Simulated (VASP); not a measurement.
# Ho (Im-3m) in VASP: further runs

The runs below take Ho through single point, with PBE.

Program: VASP 6.6.1. These are calculated values, not measurements. Logs are shortened: lines on timing, memory, paths and dates and some standing lists are left out, and cuts for length are marked.

## 1. The crystal as given

It takes space group Im-3m (No. 229, cubic). The conventional cell has a = 3.966 Å, b = 3.966 Å, c = 3.966 Å, α = 90.00°, β = 90.00°, γ = 90.00°. Ho (site symmetry m-3m) has 8 Ho at 3.43 Å as nearest neighbours.

The cell was built by a generator and needn't be a form met in nature.

## 2. Single point, PBE, collinear spin, typed start

Input file INCAR:

```
PREC = Accurate ; ENCUT = 520
EDIFF = 1E-6 ; ISMEAR = 0
SIGMA = 0.05 ; LREAL = False
LASPH = True ; NELM = 150
ALGO = Normal ; ISIF = 2
LWAVE = False ; LCHARG = True
ISPIN = 2 ; MAGMOM = 4
LORBIT = 11 ; LMAXMIX = 6
GGA = PE ; LELF = True
LVHAR = True ; NBANDS = 20
```

Input file KPOINTS:

```
regular mesh
0
Gamma
  8 8 8
```

Input file POSCAR:

```
Ho
1.0
   -1.9830325007      1.9830325007      1.9830325007
    1.9830325007     -1.9830325007      1.9830325007
    1.9830325007      1.9830325007     -1.9830325007
Ho
1
Direct
    0.0000000000      0.0000000000      0.0000000000
```

Potentials or basis: VASP PAW PBE potentials, release 64 (Ho).

The run is started by

```console
> cat potpaw_PBE.64/Ho/POTCAR > POTCAR
> mpirun -np 1 vasp_std > vasp.out
```

OUTCAR:

```text
PREC = Accurate
   ENCUT = 520
   EDIFF = 1E-6
   ISMEAR = 0
   LREAL = False
   LASPH = True
   NELM = 150
   ISIF = 2
   ISPIN = 2
   LORBIT = 11
   GGA = PE

 ion  position               nearest neighbor table
   1  0.000  0.000  0.000-

  LATTYP: Found a body centered cubic cell.
 ALAT       =     3.9660650014

  Lattice vectors:

 A1 = (  -1.9830325007,   1.9830325007,   1.9830325007)
 A2 = (   1.9830325007,  -1.9830325007,   1.9830325007)
 A3 = (   1.9830325007,   1.9830325007,  -1.9830325007)

Analysis of symmetry for initial positions (statically):
=====================================================================
 Subroutine PRICEL returns:
 Original cell was already a primitive cell.

 Routine SETGRP: Setting up the symmetry group for a
 body centered cubic supercell.

 Subroutine GETGRP returns: Found 48 space group operations
 (whereof 48 operations were pure point group operations)
 out of a pool of 48 trial point group operations.

The static configuration has the point symmetry O_h .

Analysis of symmetry for dynamics (positions and initial velocities):
=====================================================================
 Subroutine PRICEL returns:
 Original cell was already a primitive cell.

 Routine SETGRP: Setting up the symmetry group for a
 body centered cubic supercell.

 Subroutine GETGRP returns: Found 48 space group operations
 (whereof 48 operations were pure point group operations)
 out of a pool of 48 trial point group operations.

The dynamic configuration has the point symmetry O_h .

Analysis of structural, dynamic, and magnetic symmetry:
=====================================================================
 Subroutine PRICEL returns:
 Original cell was already a primitive cell.

 Routine SETGRP: Setting up the symmetry group for a
 body centered cubic supercell.

 Subroutine GETGRP returns: Found 48 space group operations
 (whereof 48 operations were pure point group operations)
 out of a pool of 48 trial point group operations.

The overall configuration has the point symmetry O_h .

 Subroutine INISYM returns: Found 48 space group operations
 (whereof 48 operations are pure point group operations),
 and found     1 'primitive' translations

----------------------------------------------------------------------------------------

                                     Primitive cell

  volume of cell :      31.1924

  direct lattice vectors                    reciprocal lattice vectors
    -1.983032501  1.983032501  1.983032501     0.000000000  0.252139085  0.252139085
     1.983032501 -1.983032501  1.983032501     0.252139085  0.000000000  0.252139085
     1.983032501  1.983032501 -1.983032501     0.252139085  0.252139085  0.000000000

  length of vectors
     3.434713044  3.434713044  3.434713044     0.356578513  0.356578513  0.356578513

  position of ions in fractional coordinates (direct lattice)
     0.000000000  0.000000000  0.000000000

  ion indices of the primitive-cell ions
   primitive index   ion index
                 1           1

----------------------------------------------------------------------------------------

 KPOINTS: regular mesh

Automatic generation of k-mesh.
 Grid dimensions read from file:
 generate k-points for:    8    8    8

 Generating k-lattice:

  Cartesian coordinates                     Fractional coordinates (reciprocal lattice)
     0.000000000  0.031517386  0.031517386     0.125000000  0.000000000  0.000000000
     0.031517386  0.000000000  0.031517386     0.000000000  0.125000000  0.000000000
     0.031517386  0.031517386  0.000000000     0.000000000  0.000000000  0.125000000

  Length of vectors
     0.044572314  0.044572314  0.044572314

  Shift w.r.t. Gamma in fractional coordinates (k-lattice)
     0.000000000  0.000000000  0.000000000

 Subroutine IBZKPT returns following result:
 ===========================================

 Found     29 irreducible k-points:

 Following reciprocal coordinates:
            Coordinates               Weight
  0.000000  0.000000  0.000000      1.000000
  0.125000  0.000000  0.000000     12.000000
  0.250000  0.000000  0.000000     12.000000
  0.375000  0.000000  0.000000     12.000000
  0.500000  0.000000  0.000000      6.000000
  0.125000  0.125000  0.000000     24.000000
[... 16 lines left out ...]
 -0.250000  0.250000  0.250000      6.000000
 -0.375000  0.375000  0.250000     24.000000
 [... further k-points ...]
   k-points           NKPTS =     29   k-points in BZ     NKDIM =     29   number of bands    NBANDS=     20
   number of dos      NEDOS =    301   number of ions     NIONS =      1
   total plane-waves  NPLWV =  21952
   dimension x,y,z NGX =    28 NGY =   28 NGZ =   28
   dimension x,y,z NGXF=    56 NGYF=   56 NGZF=   56
   ions per type =               1
   NGX,Y,Z   is equivalent  to a cutoff of  13.55, 13.55, 13.55 a.u.
   NGXF,Y,Z  is equivalent  to a cutoff of  27.10, 27.10, 27.10 a.u.
 SYSTEM =  unknown system
   PREC   = accura    normal or accurate (medium, high low for compatibility)
   ISTART =      0    job   : 0-new  1-cont  2-samecut
   ICHARG =      2    charge: 1-file 2-atom 10-const
   ISPIN  =      2    spin polarized calculation?
   LNONCOLLINEAR =      F non collinear calculations
   LSORBIT =      F    spin-orbit coupling
   LASPH  =      T    aspherical Exc in radial PAW
   ENCUT  =  520.0 eV  38.22 Ry    6.18 a.u.   6.39  6.39  6.39*2*pi/ulx,y,z
   NELM   =    150;   NELMIN=  2; NELMDL= -5     # of ELM steps
   EDIFF  = 0.1E-05   stopping-criterion for ELM
   LREAL  =      F    real-space projection
   EDIFFG = 0.1E-04   stopping-criterion for IOM
   NSW    =      0    number of steps for IOM
   IBRION =     -1    ionic relax: 0-MD 1-quasi-New 2-CG
   NFREE  =      0    steps in history (QN), initial steepest desc. (CG)
   ISIF   =      2    stress and relaxation
   ISYM   =      2    0-nonsym 1-usesym 2-fastsym
   POTIM  = 0.5000    time-step for ionic-motion
   TEBEG  =    0.0;   TEEND  =   0.0 temperature during run
   PSTRESS=    0.0 pullay stress
   NELECT =      21.0000    total number of electrons
   NUPDOWN=      -1.0000    fix difference up-down
   EMIN   =  10.00;   EMAX   =-10.00  energy-range for DOS
   EFERMI =   0.00;   METHOD = LEGACY
   ISMEAR =     0;   SIGMA  =   0.05  broadening in eV -4-tet -1-fermi 0-gaus
   EFERMI_NEDOS =   21; number of points for ismear=-14 and -15
   IALGO  =     38    algorithm
   IMIX   =      4    mixing-type and parameters
     AMIX     =   0.40;   BMIX     =  1.00
     AMIX_MAG =   1.60;   BMIX_MAG =  1.00
  volume/ion in A,a.u.               =      31.19       210.50
  Fermi-wavevector in a.u.,A,eV,Ry     =   1.434822  2.711421 28.010516  2.058715
  Thomas-Fermi vector in A             =   2.554188
   LORBIT       =     11    0 simple, 1 ext, 2 COOP (PROOUT), +10 PAW based schemes
   GGA     = PE    functional components
   LHFCALC =     F    Hartree Fock is set to
   AEXX    =    0.0000 exact exchange contribution
   IVDW    =     0    specifies the selected vdW correction
   LEPSILON=     F    determine dielectric tensor
   LRPA    =     F    only Hartree local field effects (RPA)
 spin polarized calculation
 Gauss-broadening in eV      SIGMA  =   0.05
  energy-cutoff  :      520.00
  volume of cell :       31.19
 maximum number of plane-waves:       887
 NGX is ok and might be reduce to    28
   NGX = 13   NGY = 13   NGZ = 13

 number of electron      21.0000005 magnetization       3.7387883

 Free energy of the ion-electron system (eV)
  ---------------------------------------------------
  ext. energy  EPLUGINS =         0.00000000
  ---------------------------------------------------
  free energy    TOTEN  =        -6.38246731 eV

  energy without entropy =       -6.36619131  energy(sigma->0) =       -6.37432931

 E-fermi :   2.8060     XC(G=0): -10.1472

 val. band max:        2.8055514389   @ k =   0.5000   0.5000   0.5000
 cond. band min:       2.8088387901   @ k =   0.5000   0.5000   0.3750
 fundamental gap:      0.0032873512
 Fermi energy:         2.8060491030

 spin component 1

 k-point     1 :       0.0000    0.0000    0.0000
  band No.  band energies     occupation
      1     -45.7433      1.00000
      2     -20.3798      1.00000
      3     -20.3798      1.00000
      4     -20.3798      1.00000
      5      -2.6635      1.00000
      6      -0.5940      1.00000
[... 12 lines left out ...]
     19      13.8189      0.00000
     20      13.8189      0.00000

 k-point     2 :       0.1250    0.0000    0.0000
  band No.  band energies     occupation
      1     -45.7353      1.00000
      2     -20.4835      1.00000
      3     -20.4118      1.00000
      4     -20.3804      1.00000
      5      -2.2127      1.00000
      6      -0.6146      1.00000
[... 498 lines left out ...]
 k-point    24 :      -0.3750    0.3750    0.2500
  band No.  band energies     occupation
      1     -45.6752      1.00000
      2     -20.8753      1.00000
      3     -20.6867      1.00000
      4     -20.6258      1.00000
      5      -0.7346      1.00000
      6      -0.6287      1.00000
[... 12 lines left out ...]
     19      14.5998      0.00000
     20      15.3118      0.00000

 [... further k-points ...]

 spin component 2

 k-point     1 :       0.0000    0.0000    0.0000
  band No.  band energies     occupation
      1     -44.1360      1.00000
      2     -19.1992      1.00000
      3     -19.1992      1.00000
      4     -19.1992      1.00000
      5      -2.3402      1.00000
      6       1.7829      1.00000
[... 12 lines left out ...]
     19      14.0760      0.00000
     20      14.0760      0.00000

 k-point     2 :       0.1250    0.0000    0.0000
  band No.  band energies     occupation
      1     -44.1270      1.00000
      2     -19.3152      1.00000
      3     -19.2344      1.00000
      4     -19.1998      1.00000
      5      -1.8785      1.00000
      6       1.7842      1.00000
[... 498 lines left out ...]
 k-point    24 :      -0.3750    0.3750    0.2500
  band No.  band energies     occupation
      1     -44.0591      1.00000
      2     -19.7484      1.00000
      3     -19.5370      1.00000
      4     -19.4709      1.00000
      5       1.5972      1.00000
      6       1.7493      1.00000
[... 12 lines left out ...]
     19      15.1632      0.00000
     20      15.8398      0.00000

 [... further k-points ...]

------------------------ aborting loop because EDIFF is reached ----------------------------------------

  FORCE on cell =-STRESS in cart. coord.  units (eV):
  Direction    XX          YY          ZZ          XY          YZ          ZX
  --------------------------------------------------------------------------------------
  -------------------------------------------------------------------------------------
  Total        0.5152762      0.5152762      0.5152762      0.0000000      0.0000000     -0.0000000
  in kB       26.4667865     26.4667865     26.4667865      0.0000000      0.0000000     -0.0000000
  external PRESSURE =      26.4667865 kB  Pullay stress =       0.0000000 kB

 VOLUME and BASIS-vectors are now :
 -----------------------------------------------------------------------------
  energy-cutoff  :      520.00
  volume of cell :       31.19
      direct lattice vectors                 reciprocal lattice vectors
    -1.983032501  1.983032501  1.983032501     0.000000000  0.252139085  0.252139085
     1.983032501 -1.983032501  1.983032501     0.252139085  0.000000000  0.252139085
     1.983032501  1.983032501 -1.983032501     0.252139085  0.252139085  0.000000000

 POSITION                                       TOTAL-FORCE (eV/Angst)
 -----------------------------------------------------------------------------------
      0.00000      0.00000      0.00000         0.000000      0.000000     -0.000000
 -----------------------------------------------------------------------------------
    total drift:                                0.000000     -0.000000     -0.000000

  FREE ENERGIE OF THE ION-ELECTRON SYSTEM (eV)
  ---------------------------------------------------
  free  energy   TOTEN  =        -6.3824673099 eV

  energy  without entropy=       -6.3661913128  energy(sigma->0) =       -6.37432931

 total charge

# of ion       s       p       d       f       tot
--------------------------------------------------
    1        2.124   5.710   0.425  10.288  18.546

 magnetization (x)

# of ion       s       p       d       f       tot
--------------------------------------------------
    1        0.003  -0.015   0.064   3.507   3.559
```

It took 94 s on 1 thread of Intel Xeon Platinum 8488C (Sapphire Rapids), shared host; peak memory 0.2 GiB.

Results:

```yaml
Free_energy: -6.3825 eV
Pressure: 2.6 GPa
Band_gap_on_the_k_mesh: none (metal or under the smearing width)
Net_moment: 3.74 μB per cell
Site_moments: Ho +3.56 μB
Valence_electrons_inside_the_program's_atomic_spheres: Ho 18.55
```

Levels at points of the mesh, in eV from the Fermi level:
Spin up:
```csv
k point,band 10,band 11,band 12,band 13,band 14,band 15
"(0.00, 0.00, 0.00)",-2.71,-2.71,-2.71,2.07,2.07,2.07
"(0.50, 0.00, 0.00)",-2.59,-2.59,-2.32,0.31,0.96,4.13
"(0.50, 0.50, 0.50)",-2.54,-2.54,-1.65,-1.65,6.04,6.04
```
Spin down:
```tsv
k point	band 4	band 5	band 6	band 7	band 8	band 9	band 10	band 11	band 12	band 13
(0.00, 0.00, 0.00)	-22.01	-5.15	-1.02	-1.02	-1.02	0.15	0.15	0.15	0.70	2.52
(0.50, 0.00, 0.00)	-22.01	-1.99	-0.96	-0.89	-0.86	0.02	0.07	0.11	0.54	0.68
(0.50, 0.50, 0.50)	-22.51	-1.32	-1.32	-0.80	-0.80	-0.80	0.00	0.00	0.00	0.40
```

Caveat: the magnetic or orbital state may not be the lowest; spin-orbit coupling is left out, which moves the levels of the heavy elements. The state reached can hang on the start; a lower one may exist.

## 3. Single point, PBE, collinear spin, typed start

This run uses another cell than the first one, of 35.03 Å³/atom, 1.123 times its volume.

Input file INCAR:

```
SYSTEM = Ho
  PREC = Accurate
  ENCUT = 520
  EDIFF = 1E-7
  ISMEAR = 0
  SIGMA = 0.05
  LREAL = .FALSE.
  LASPH = .TRUE.
  NELM = 150
  ALGO = Normal
  ISIF = 2
  LWAVE = .FALSE.
  LCHARG = .FALSE.
  ISPIN = 2
  MAGMOM = 3.72
  LORBIT = 11
  LMAXMIX = 6
  GGA = PE
  NBANDS = 20
```

Input file KPOINTS:

```
regular mesh
0
G
  8 8 8
  0 0 0
```

Input file POSCAR:

```
Ho
1.0
   -2.0612310914      2.0612310914      2.0612310914
    2.0612310914     -2.0612310914      2.0612310914
    2.0612310914      2.0612310914     -2.0612310914
Ho
1
Direct
    0.0000000000      0.0000000000      0.0000000000
```

Potentials or basis: VASP PAW PBE potentials, release 64 (Ho).

The run is started by

```console
> cat potpaw_PBE.64/Ho/POTCAR > POTCAR
> mpirun -np 1 vasp_std > vasp.out
```

OUTCAR:

```text
SYSTEM = Ho
   PREC = Accurate
   ENCUT = 520
   EDIFF = 1E-7
   ISMEAR = 0
   LREAL = .FALSE.
   LASPH = .TRUE.
   NELM = 150
   ISIF = 2
   ISPIN = 2
   LORBIT = 11
   GGA = PE

 ion  position               nearest neighbor table
   1  0.000  0.000  0.000-

  LATTYP: Found a body centered cubic cell.
 ALAT       =     4.1224621828

  Lattice vectors:

 A1 = (  -2.0612310914,   2.0612310914,   2.0612310914)
 A2 = (   2.0612310914,  -2.0612310914,   2.0612310914)
 A3 = (   2.0612310914,   2.0612310914,  -2.0612310914)

Analysis of symmetry for initial positions (statically):
[... 1310 lines left out ...]
  -------------------------------------------------------------------------------------
  Total       -0.1501656     -0.1501656     -0.1501656     -0.0000000     -0.0000000     -0.0000000
  in kB       -6.8681705     -6.8681705     -6.8681705     -0.0000000     -0.0000000     -0.0000000
  external PRESSURE =      -6.8681705 kB  Pullay stress =       0.0000000 kB

 VOLUME and BASIS-vectors are now :
 -----------------------------------------------------------------------------
  energy-cutoff  :      520.00
  volume of cell :       35.03
      direct lattice vectors                 reciprocal lattice vectors
    -2.061231091  2.061231091  2.061231091     0.000000000  0.242573481  0.242573481
     2.061231091 -2.061231091  2.061231091     0.242573481  0.000000000  0.242573481
     2.061231091  2.061231091 -2.061231091     0.242573481  0.242573481  0.000000000

 POSITION                                       TOTAL-FORCE (eV/Angst)
 -----------------------------------------------------------------------------------
      0.00000      0.00000      0.00000         0.000000      0.000000      0.000000
 -----------------------------------------------------------------------------------
    total drift:                               -0.000000     -0.000000     -0.000000

  FREE ENERGIE OF THE ION-ELECTRON SYSTEM (eV)
  ---------------------------------------------------
  free  energy   TOTEN  =        -6.4050113456 eV

  energy  without entropy=       -6.3856915908  energy(sigma->0) =       -6.39535147

 total charge

# of ion       s       p       d       f       tot
--------------------------------------------------
    1        2.115   5.710   0.365  10.317  18.507

 magnetization (x)

# of ion       s       p       d       f       tot
--------------------------------------------------
    1        0.003  -0.017   0.059   3.487   3.532
```

It took 64 s on 1 thread of Intel Xeon Platinum 8488C (Sapphire Rapids), shared host; peak memory 0.2 GiB.

Results:

- Free energy: -6.4050 eV
- Pressure: -0.7 GPa
- Band gap on the k mesh: none (metal or under the smearing width)
- Net moment: 3.72 μB per cell
- Site moments: Ho +3.53 μB
- Valence electrons inside the program's atomic spheres: Ho 18.51

Levels at points of the mesh, in eV from the Fermi level:
Spin up:
```csv
k point,band 8,band 9,band 10,band 11,band 12,band 13,band 14,band 15,band 16,band 17
"(0.00, 0.00, 0.00)",-3.34,-3.34,-2.67,-2.67,-2.67,1.99,1.99,1.99,3.90,3.90
"(0.50, 0.00, 0.00)",-3.35,-2.63,-2.58,-2.58,-2.12,0.42,0.58,3.75,4.59,6.50
"(0.50, 0.50, 0.50)",-3.41,-2.54,-2.54,-2.54,-1.33,-1.33,5.27,5.27,5.27,5.88
```
Spin down:
| k point | band 6 | band 7 | band 8 | band 9 | band 10 | band 11 |
| --- | --- | --- | --- | --- | --- | --- |
| (0.00, 0.00, 0.00) | -1.01 | -1.01 | -1.00 | 0.12 | 0.12 | 0.13 |
| (0.50, 0.00, 0.00) | -0.96 | -0.90 | -0.87 | 0.02 | 0.06 | 0.09 |
| (0.50, 0.50, 0.50) | -1.01 | -0.83 | -0.83 | -0.83 | 0.00 | 0.00 |

Caveat: the magnetic or orbital state may not be the lowest; spin-orbit coupling is left out, which moves the levels of the heavy elements. The state reached can hang on the start; a lower one may exist.
